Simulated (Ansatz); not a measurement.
# SnSe (Cmcm) from LDA to hybrids

All numbers come from the PAW code Ansatz. Calculated for a static, non-magnetic cell.

Structure: SnSe (started from an entry of an open crystallographic database), at its r2SCAN+rVV10 minimum. The symmetry is Cmcm (No. 63, orthorhombic); a = 4.247 Å, b = 11.808 Å, c = 4.229 Å in the conventional setting, 26.51 Å³ an atom. Sn is surrounded by 5 Se at 2.70–3.01 Å; Se is surrounded by 5 Sn at 2.70–3.01 Å.

```
Sn Se
1.0
     2.12367   -5.90403    0.00000
     2.12367    5.90403    0.00000
     0.00000    0.00000    4.22886
Sn Se
2 2
Direct
  0.87410 0.12590 0.25000
  0.12590 0.87410 0.75000
  0.64510 0.35490 0.25000
  0.35490 0.64510 0.75000
```

Band edges at fixed r2SCAN+rVV10 geometry:
```tsv
level	k mesh	gap (eV)	kind	edges	least direct gap (eV)	rough cost
LDA	6×6×6	0.11	indirect	T–Y (0.33) → Y	0.27	19 core-seconds
PBE	6×6×6	0.14	indirect	T–Y (0.33) → Y	0.33	21 core-seconds
PBE+SOC	6×6×6	0.12	indirect	T–Y (0.33) → Y	0.28	2.1 core-minutes
r2SCAN	6×6×6	0.32	indirect	T–Y (0.33) → Y	0.60	40 core-seconds
HSE06	4×4×4	0.48	indirect	T–Y (0.33) → Y	0.70	6 core-minutes
PBE0	4×4×4	0.95	indirect	T–Y (0.33) → Y	1.03	6 core-minutes
```
LDA, PBE, PBE+SOC, r2SCAN, HSE06: smearing of 0.02 eV; the others have fixed occupations.
Wave cutoffs: 420 eV, 500 eV (r2SCAN).
Points off the special ones are mesh points or PBE's searched band edges, reused at the other levels.
Costs come from shared machines and give only the order; PBE's includes the band path. The runs had 2 threads of Arm Neoverse V1 (shared host).

HSE06 gives an indirect gap of 0.48 eV, from T–Y (0.33 of the way from T) to Y; the least direct gap is 0.70 eV at T–Y (0.33 of the way from T). Spin-orbit coupling changes the PBE gap by -0.03 eV, to 0.12 eV. With so small a gap spin-orbit coupling can invert the bands, which the size of the gap doesn't show: the edges may have crossed and parted again.

r2SCAN covers 52 % of the step from PBE to HSE06, while HSE06 needs about 10 times r2SCAN's cost (on a coarser mesh). Spin-orbit coupling moves the least or the direct gap by up to 0.04 eV, so it can be left out where a tenth of an eV counts. Among these functionals the gap stays indirect.

Only the levels marked +SOC include spin-orbit coupling.

Gaps or overlaps of about a tenth of an eV are at the limit of these meshes: between the points read a gap can be smaller or closed.

The meshes of the hybrids are coarse, so their gaps aren't converged to the digits shown.
